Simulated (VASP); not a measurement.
# Te in VASP: further runs

The runs below take Te through single point, relaxation of the atoms, with rev-vdW-DF2.

Program: VASP 6.6.1. These are calculated values, not measurements. Logs are shortened: lines on timing, memory, paths and dates and some standing lists are left out, and cuts for length are marked.

## Step 1: The slab as given

The cell holds a slab with vacuum, 12 atoms: a = 4.397 Å, b = 6.002 Å, c = 28.552 Å, α = 90.00°, β = 90.00°, γ = 90.00°.

The slab is cut from a database's or a generator's crystal, which needn't be the stable form of the element.

## Step 2: Single point, rev-vdW-DF2

INCAR reads:

```
PREC = Accurate
ENCUT = 520
EDIFF = 1E-6
ISMEAR = 0
SIGMA = 0.03
LREAL = False
LASPH = True
NELM = 80
ALGO = Normal
ISIF = 2
LWAVE = False
LCHARG = False
LDIPOL = True
IDIPOL = 3
DIPOL = 0.5 0.5 0.500
GGA = MK
LUSE_VDW = True
AGGAC = 0.0
PARAM1 = 0.1234
PARAM2 = 0.711357
ZAB_VDW = -1.8867
NBANDS = 48
LVHAR = True
LVACPOTAV = True
ICORELEVEL = 1
```

KPOINTS reads:

```
regular mesh
0
Gamma
  6 5 1
```

POSCAR reads:

```
Te
1.0
    4.3967520600      0.0000000000      0.0000000000
    0.0000000000      6.0023380000      0.0000000000
    0.0000000000      0.0000000000     28.5519280100
Te
12
Direct
    0.6397714900      0.0000000000      0.2626792800
    0.2204569900      0.3333330000      0.2999592700
    0.6397714800      0.6666670000      0.3372392600
    0.1397714700      0.0000000000      0.3960397700
    0.7204569700      0.3333330000      0.4333197600
    0.1397714700      0.6666670000      0.4705997500
    0.6397714600      0.0000000000      0.5294002500
    0.2204569600      0.3333330000      0.5666802400
    0.6397714500      0.6666670000      0.6039602300
    0.1397714500      0.0000000000      0.6627607400
    0.7204569400      0.3333330000      0.7000407300
    0.1397714400      0.6666670000      0.7373207200
```

Potentials or basis: VASP PAW PBE potentials, release 64 (Te).

Started as:

```bash
cat potpaw_PBE.64/Te/POTCAR > POTCAR
mpirun -np 4 vasp_std > vasp.out
```

OUTCAR:

```text
PREC = Accurate
   ENCUT = 520
   EDIFF = 1E-6
   ISMEAR = 0
   LREAL = False
   LASPH = True
   NELM = 80
   ISIF = 2
   GGA = MK

 ion  position               nearest neighbor table
   1  0.640  0.000  0.263-   3 2.92   2 2.92   2 3.41
   2  0.220  0.333  0.300-   1 2.92   3 2.92   1 3.41   4 3.41   3 3.41
   3  0.640  0.667  0.337-   1 2.92   2 2.92   4 3.41   4 3.41   2 3.41   5 3.41
   4  0.140  0.000  0.396-   6 2.92   5 2.92   5 3.41   3 3.41   3 3.41   2 3.41
   5  0.720  0.333  0.433-   4 2.92   6 2.92   7 3.41   4 3.41   6 3.41   3 3.41
   6  0.140  0.667  0.471-   4 2.92   5 2.92   7 3.41   7 3.41   8 3.41   5 3.41
   7  0.640  0.000  0.529-   9 2.92   8 2.92   5 3.41   6 3.41   6 3.41   8 3.41
   8  0.220  0.333  0.567-   7 2.92   9 2.92   7 3.41  10 3.41   6 3.41   9 3.41
   9  0.640  0.667  0.604-   7 2.92   8 2.92  10 3.41  10 3.41   8 3.41  11 3.41
  10  0.140  0.000  0.663-  12 2.92  11 2.92  11 3.41   9 3.41   9 3.41   8 3.41
  11  0.720  0.333  0.700-  10 2.92  12 2.92  10 3.41  12 3.41   9 3.41
  12  0.140  0.667  0.737-  10 2.92  11 2.92  11 3.41

  LATTYP: Found a simple orthorhombic cell.
 ALAT       =     4.3967520600
 B/A-ratio  =     1.3651754564
 C/A-ratio  =     6.4938681145

  Lattice vectors:

 A1 = (   4.3967520600,   0.0000000000,   0.0000000000)
 A2 = (   0.0000000000,   6.0023380000,   0.0000000000)
 A3 = (   0.0000000000,   0.0000000000,  28.5519280100)

Analysis of symmetry for initial positions (statically):
=====================================================================
 Subroutine PRICEL returns:
 Original cell was already a primitive cell.

 Routine SETGRP: Setting up the symmetry group for a
 simple orthorhombic supercell.

 Subroutine GETGRP returns: Found  2 space group operations
 (whereof  1 operations were pure point group operations)
 out of a pool of  8 trial point group operations.

The static configuration has the point symmetry C_1 .
 The point group associated with its full space group is C_2 .

Analysis of symmetry for dynamics (positions and initial velocities):
=====================================================================
 Subroutine PRICEL returns:
 Original cell was already a primitive cell.

 Routine SETGRP: Setting up the symmetry group for a
[... 169 lines left out ...]

 the core state eigenenergies are
   1-  1s -31615.1106  2s  -4842.6618  2p  -4346.0622  3s   -958.8419  3p   -797.5002
       3d   -553.7533  4s   -158.2900  4p   -108.3232  4d    -35.6244
   2-  1s -31615.3780  2s  -4842.9172  2p  -4346.3191  3s   -959.0961  3p   -797.7545
       3d   -554.0069  4s   -158.5459  4p   -108.5798  4d    -35.8835
   3-  1s -31615.4851  2s  -4843.0251  2p  -4346.4268  3s   -959.2077  3p   -797.8661
       3d   -554.1180  4s   -158.6634  4p   -108.6979  4d    -36.0034
   4-  1s -31615.3622  2s  -4842.9081  2p  -4346.3090  3s   -959.0975  3p   -797.7558
       3d   -554.0072  4s   -158.5651  4p   -108.6011  4d    -35.9112
   5-  1s -31615.4090  2s  -4842.9538  2p  -4346.3548  3s   -959.1421  3p   -797.8004
       3d   -554.0519  4s   -158.6077  4p   -108.6434  4d    -35.9528
   6-  1s -31615.3644  2s  -4842.9109  2p  -4346.3117  3s   -959.1010  3p   -797.7593
       3d   -554.0106  4s   -158.5694  4p   -108.6055  4d    -35.9158
   7-  1s -31615.3645  2s  -4842.9109  2p  -4346.3117  3s   -959.1010  3p   -797.7593
       3d   -554.0106  4s   -158.5695  4p   -108.6055  4d    -35.9158
   8-  1s -31615.4090  2s  -4842.9538  2p  -4346.3548  3s   -959.1421  3p   -797.8004
       3d   -554.0519  4s   -158.6077  4p   -108.6434  4d    -35.9528
   9-  1s -31615.3622  2s  -4842.9080  2p  -4346.3089  3s   -959.0975  3p   -797.7558
       3d   -554.0071  4s   -158.5651  4p   -108.6010  4d    -35.9111
  10-  1s -31615.4851  2s  -4843.0252  2p  -4346.4269  3s   -959.2078  3p   -797.8661
       3d   -554.1181  4s   -158.6634  4p   -108.6979  4d    -36.0035
  11-  1s -31615.3780  2s  -4842.9172  2p  -4346.3191  3s   -959.0961  3p   -797.7545
       3d   -554.0069  4s   -158.5459  4p   -108.5798  4d    -35.8835
  12-  1s -31615.1105  2s  -4842.6617  2p  -4346.0621  3s   -958.8419  3p   -797.5001
       3d   -553.7532  4s   -158.2900  4p   -108.3232  4d    -35.6243

 E-fermi :   0.9209     XC(G=0):  -5.5207

 val. band max:        0.7439907427   @ k =   0.3333   0.4000   0.0000
 cond. band min:       1.4402456353   @ k =   0.0000   0.2000   0.0000
 fundamental gap:      0.6962548926
 Fermi energy:         0.9208685425

 k-point     1 :       0.0000    0.0000    0.0000
  band No.  band energies     occupation
      1     -12.5287      2.00000
      2     -12.2292      2.00000
      3     -11.8187      2.00000
      4     -11.4988      2.00000
      5      -9.9971      2.00000
      6      -9.6571      2.00000
[... 601 lines left out ...]
     47       3.2994      0.00000
     48       3.2994      0.00000

------------------------ aborting loop because EDIFF is reached ----------------------------------------

  FORCE on cell =-STRESS in cart. coord.  units (eV):
  Direction    XX          YY          ZZ          XY          YZ          ZX
  --------------------------------------------------------------------------------------
  -------------------------------------------------------------------------------------
  Total       -1.7025252     -3.4906104     -1.8245092      0.0000000      1.0369592      0.0000000
  in kB       -3.6200642     -7.4220537     -3.8794377      0.0000000      2.2048770      0.0000000
  external PRESSURE =      -4.9738519 kB  Pullay stress =       0.0000000 kB

 VOLUME and BASIS-vectors are now :
 -----------------------------------------------------------------------------
  energy-cutoff  :      520.00
  volume of cell :      753.51
      direct lattice vectors                 reciprocal lattice vectors
     4.396752060  0.000000000  0.000000000     0.227440617  0.000000000  0.000000000
     0.000000000  6.002338000  0.000000000     0.000000000  0.166601748  0.000000000
     0.000000000  0.000000000 28.551928010     0.000000000  0.000000000  0.035023905

 POSITION                                       TOTAL-FORCE (eV/Angst)
 -----------------------------------------------------------------------------------
      2.81292      0.00000      7.50000        -0.215368     -0.012231      0.430252
      0.96929      2.00078      8.56442         0.100162     -0.129584     -0.172928
      2.81292      4.00156      9.62883         0.068800      0.024749     -0.238723
      0.61454      0.00000     11.30770         0.060977      0.037480      0.095132
      3.16767      2.00078     12.37211        -0.050566      0.010413     -0.073867
      0.61454      4.00156     13.43653         0.035994      0.073949     -0.082525
      2.81292      0.00000     15.11540         0.035994     -0.073949      0.082525
      0.96929      2.00078     16.17981        -0.050566     -0.010413      0.073867
      2.81292      4.00156     17.24423         0.060977     -0.037480     -0.095132
      0.61454      0.00000     18.92310         0.068800     -0.024749      0.238723
      3.16767      2.00078     19.98751         0.100162      0.129584      0.172928
      0.61454      4.00156     21.05193        -0.215368      0.012231     -0.430252
 -----------------------------------------------------------------------------------
    total drift:                                0.000222      0.003820     -0.000105

  FREE ENERGIE OF THE ION-ELECTRON SYSTEM (eV)
  ---------------------------------------------------
  free  energy   TOTEN  =       -17.0965863900 eV

  energy  without entropy=      -17.0965863900  energy(sigma->0) =      -17.09658639

Total vdW correction in eV:     14.6877445

 vacuum level on the upper side and lower side of the slab         5.730         5.730
```

OSZICAR:

```text
N       E                     dE             d eps       ncg     rms          rms(c)
DAV:   1     0.468700009051E+03    0.46870E+03   -0.23619E+04  1152   0.112E+03
DAV:   2     0.384746543810E+02   -0.43023E+03   -0.41683E+03  1648   0.178E+02
DAV:   3    -0.147627217264E+02   -0.53237E+02   -0.52469E+02  1368   0.670E+01
[... 26 lines left out ...]
DAV:  30    -0.170965776862E+02   -0.20663E-05   -0.90240E-07   872   0.304E-03    0.190E-02
DAV:  31    -0.170965825848E+02   -0.48986E-05   -0.25710E-06  1000   0.412E-03    0.371E-03
DAV:  32    -0.170965841479E+02   -0.15631E-05   -0.40099E-07   856   0.221E-03    0.219E-03
DAV:  33    -0.170965855844E+02   -0.14365E-05   -0.29835E-07   872   0.181E-03    0.797E-04
DAV:  34    -0.170965863900E+02   -0.80563E-06   -0.10907E-07   704   0.118E-03
   1 F= -.17096586E+02 E0= -.17096586E+02  d E =-.180535E-17
```

Run time: 7 min. Hardware: 4 MPI ranks of AMD EPYC 9R45 (Zen 5), shared host; peak memory 0.8 GiB.

Results:

- Free energy: -17.0966 eV
- Largest force: 0.481 eV/Å
- Band gap on the k mesh: 0.70 eV, indirect (least direct gap 0.79 eV)
- Ionisation potential of the upper face: 4.99 eV

Forces on the atoms (eV/Å):
```
Te  -0.215 -0.012  0.430
Te   0.100 -0.130 -0.173
Te   0.069  0.025 -0.239
Te   0.061  0.037  0.095
Te  -0.051  0.010 -0.074
Te   0.036  0.074 -0.083
Te   0.036 -0.074  0.083
Te  -0.051 -0.010  0.074
Te   0.061 -0.037 -0.095
Te   0.069 -0.025  0.239
Te   0.100  0.130  0.173
Te  -0.215  0.012 -0.430
```

Core levels (eV, on the scale of the bands):
```csv
atom,levels
1 Te,"1s -31615.1, 2s -4842.7, 2p -4346.1, 3s -958.8, 3p -797.5, 3d -553.8, 4s -158.3, 4p -108.3, 4d -35.6"
2 Te,"1s -31615.4, 2s -4842.9, 2p -4346.3, 3s -959.1, 3p -797.8, 3d -554.0, 4s -158.5, 4p -108.6, 4d -35.9"
3 Te,"1s -31615.5, 2s -4843.0, 2p -4346.4, 3s -959.2, 3p -797.9, 3d -554.1, 4s -158.7, 4p -108.7, 4d -36.0"
4 Te,"1s -31615.4, 2s -4842.9, 2p -4346.3, 3s -959.1, 3p -797.8, 3d -554.0, 4s -158.6, 4p -108.6, 4d -35.9"
5 Te,"1s -31615.4, 2s -4843.0, 2p -4346.4, 3s -959.1, 3p -797.8, 3d -554.1, 4s -158.6, 4p -108.6, 4d -36.0"
6 Te,"1s -31615.4, 2s -4842.9, 2p -4346.3, 3s -959.1, 3p -797.8, 3d -554.0, 4s -158.6, 4p -108.6, 4d -35.9"
```

Caveat: the PAW data sets were made with another functional, which shifts forces and pressure a little; spin-orbit coupling is left out, which moves the levels of the heavy elements.

## Step 3: Relaxation of the atoms, rev-vdW-DF2

Changes to INCAR since step 2:

```diff
@@ -21,5 +21,4 @@
 ZAB_VDW = -1.8867
-NBANDS = 48
-LVHAR = True
-LVACPOTAV = True
-ICORELEVEL = 1
+IBRION = 2
+NSW = 80
+EDIFFG = -0.02
```

KPOINTS is that of step 2.

POSCAR is that of step 2.

Potentials or basis: VASP PAW PBE potentials, release 64 (Te).

Started as:

```bash
cat potpaw_PBE.64/Te/POTCAR > POTCAR
mpirun -np 4 vasp_std > vasp.out
```

Run time: 19 min. Hardware: 4 MPI ranks of AMD EPYC 9R45 (Zen 5), shared host; peak memory 0.8 GiB.

It converged, with:

```
Free energy                  : -17.1600 eV
Energy gained by relaxing    : 5.3 meV/atom
Ionic steps                  : 10
Largest force after relaxing : 0.019 eV/Å
Band gap on the k mesh       : 0.68 eV, indirect (least direct gap 0.76 eV)
```

Forces in eV/Å, atoms in the order of the input:
```
Te  -0.005 -0.003 -0.002
Te   0.002 -0.007  0.009
Te  -0.015 -0.010 -0.003
Te  -0.006 -0.004 -0.001
Te   0.017  0.004  0.001
Te   0.007  0.007 -0.003
Te   0.007 -0.007  0.003
Te   0.017 -0.004 -0.001
Te  -0.006  0.004  0.001
Te  -0.015  0.010  0.003
Te   0.002  0.007 -0.009
Te  -0.005  0.003  0.002
```

The path:
```
step  energy change (eV)  largest force (eV/Å)  pressure (GPa)
   1              0.0000                0.4813           -0.50
   2             -0.0316                0.3355           -0.41
   3             -0.0579                0.0849           -0.21
   4             -0.0579                0.0907           -0.20
   5             -0.0603                0.0604           -0.20
   6             -0.0620                0.0371           -0.20
   7             -0.0620                0.0355           -0.20
   8             -0.0625                0.0251           -0.21
   9             -0.0630                0.0260           -0.23
  10             -0.0635                0.0185           -0.23
```

Final structure:
```yaml
crystal:
  lattice:
    - [4.39675, 0.00000, 0.00000]
    - [0.00000, 6.00234, 0.00000]
    - [0.00000, 0.00000, 28.55193]
  atoms:
    - { symbol: Te, position: [0.62856, 0.99663, 0.26500] }
    - { symbol: Te, position: [0.22094, 0.33076, 0.29876] }
    - { symbol: Te, position: [0.64380, 0.66423, 0.33642] }
    - { symbol: Te, position: [0.14399, 0.00274, 0.39653] }
    - { symbol: Te, position: [0.71964, 0.33472, 0.43287] }
    - { symbol: Te, position: [0.14307, 0.66901, 0.46966] }
    - { symbol: Te, position: [0.64307, 0.99765, 0.53034] }
    - { symbol: Te, position: [0.21964, 0.33195, 0.56713] }
    - { symbol: Te, position: [0.64399, 0.66392, 0.60347] }
    - { symbol: Te, position: [0.14380, 0.00243, 0.66358] }
    - { symbol: Te, position: [0.72094, 0.33590, 0.70124] }
    - { symbol: Te, position: [0.12856, 0.67004, 0.73500] }
```

Levels at points of the mesh, in eV from the valence-band top:
| k point | band 33 | band 34 | band 35 | band 36 | band 37 | band 38 | band 39 | band 40 |
| --- | --- | --- | --- | --- | --- | --- | --- | --- |
| (0.00, 0.00, 0.00) | -0.56 | -0.54 | -0.41 | -0.40 | 0.86 | 0.89 | 0.90 | 0.99 |
| (0.50, 0.00, 0.00) | -1.11 | -1.11 | -0.81 | -0.81 | 1.12 | 1.12 | 1.40 | 1.40 |

Caveat: the PAW data sets were made with another functional, which shifts forces and pressure a little; spin-orbit coupling is left out, which moves the levels of the heavy elements.

## Step 4: Single point, rev-vdW-DF2

Changes to INCAR since step 3:

```diff
@@ -21,4 +21,5 @@
 ZAB_VDW = -1.8867
-IBRION = 2
-NSW = 80
-EDIFFG = -0.02
+NBANDS = 48
+LVHAR = True
+LVACPOTAV = True
+ICORELEVEL = 1
```

KPOINTS is that of step 3.

POSCAR reads:

```
Te                                      
1.0
    4.3967520600      0.0000000000      0.0000000000
    0.0000000000      6.0023380000      0.0000000000
    0.0000000000      0.0000000000     28.5519280100
  Te            
    12
Direct
     0.6285550854627203    0.9966319338817909    0.2649976124119782
     0.2209422102907888    0.3307632207499908    0.2987644170662048
     0.6438037683601374    0.6642330352493597    0.3364194257790167
     0.1439942847342324    0.0027434987873414    0.3965258873194916
     0.7196392631999177    0.3347206634605897    0.4328738062667622
     0.1430652579522072    0.6690132080664773    0.4696619394209611
     0.6430652479522063    0.9976537919335194    0.5303380605790389
     0.2196392531999169    0.3319453365394167    0.5671261937332378
     0.6439942647342308    0.6639235012126554    0.6034741126805084
     0.1438037383601346    0.0024339647506370    0.6635805742209834
     0.7209421602907846    0.3359027792500156    0.7012355829337955
     0.1285550354627162    0.6700350661182058    0.7350023875880219
```

Started as:

```bash
cat potpaw_PBE.64/Te/POTCAR > POTCAR
mpirun -np 4 vasp_std > vasp.out
```

Run time: 4.1 min. Hardware: 4 MPI ranks of AMD EPYC 9R45 (Zen 5), shared host; peak memory 0.79 GiB.

Results (log left out):

```
Free energy                            : -17.1600 eV
Largest force                          : 0.018 eV/Å
Band gap on the k mesh                 : 0.68 eV, indirect (least direct gap 0.76 eV)
Ionisation potential of the upper face : 4.95 eV
```

Forces in eV/Å, atoms in the order of the input:
```
Te  -0.005 -0.003 -0.002
Te   0.002 -0.007  0.009
Te  -0.015 -0.010 -0.003
Te  -0.006 -0.005 -0.001
Te   0.016  0.004  0.001
Te   0.007  0.007 -0.003
Te   0.007 -0.007  0.003
Te   0.016 -0.004 -0.001
Te  -0.006  0.005  0.001
Te  -0.015  0.010  0.003
Te   0.002  0.007 -0.009
Te  -0.005  0.003  0.002
```

Levels at points of the mesh, in eV from the valence-band top:
```tsv
k point	band 34	band 35	band 36	band 37	band 38	band 39
(0.00, 0.00, 0.00)	-0.54	-0.41	-0.40	0.86	0.89	0.90
(0.50, 0.00, 0.00)	-1.11	-0.81	-0.81	1.12	1.12	1.40
```

Core levels (eV, on the scale of the bands):
| atom | levels |
| --- | --- |
| 1 Te | 1s -31615.1, 2s -4842.6, 2p -4346.0, 3s -958.8, 3p -797.5, 3d -553.7, 4s -158.3, 4p -108.3, 4d -35.6 |
| 2 Te | 1s -31615.3, 2s -4842.9, 2p -4346.3, 3s -959.1, 3p -797.7, 3d -554.0, 4s -158.5, 4p -108.6, 4d -35.9 |
| 3 Te | 1s -31615.4, 2s -4843.0, 2p -4346.4, 3s -959.2, 3p -797.8, 3d -554.1, 4s -158.6, 4p -108.7, 4d -36.0 |
| 4 Te | 1s -31615.4, 2s -4842.9, 2p -4346.3, 3s -959.1, 3p -797.8, 3d -554.0, 4s -158.6, 4p -108.6, 4d -35.9 |
| 5 Te | 1s -31615.4, 2s -4842.9, 2p -4346.3, 3s -959.1, 3p -797.8, 3d -554.0, 4s -158.6, 4p -108.6, 4d -35.9 |
| 6 Te | 1s -31615.3, 2s -4842.9, 2p -4346.3, 3s -959.1, 3p -797.7, 3d -554.0, 4s -158.6, 4p -108.6, 4d -35.9 |

Caveat: the PAW data sets were made with another functional, which shifts forces and pressure a little; spin-orbit coupling is left out, which moves the levels of the heavy elements.
